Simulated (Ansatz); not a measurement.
Input of an Ansatz 0.2.0 run:

The input input.yaml:

```yaml
crystal:
  lattice:
    - [2.9916, 0.0, 0.0]
    - [0.0, 2.9916, 0.0]
    - [0.0, 0.0, 2.9916]
  atoms:
    - { symbol: Ru, position: [0.5, 0.5, 0.5] }
    - { symbol: Al, position: [0.0, 0.0, 0.0] }
hamiltonian:
  xc: pbe
  pseudopotentials: { kind: paw }
kpoints:
  mp_grid: { grid: [9, 9, 9] }
scf:
  occupations: { method: gaussian, width: 0.022 }
output:
  forces: true
  stress: true
  eigenvalues: true
```

Potentials or basis: Ansatz PAW.

The run is started by

```console
$ ansatz run input.yaml --threads 2 --pin off --max-ram 5632MiB --backend cpu --events-out ev --progress --plain --runs-dir out
```

Question: Estimate the pressure.

Answer: 2.5 GPa.

Question: Predict the band gap on the k mesh.

Answer: None (metal or under the smearing width).
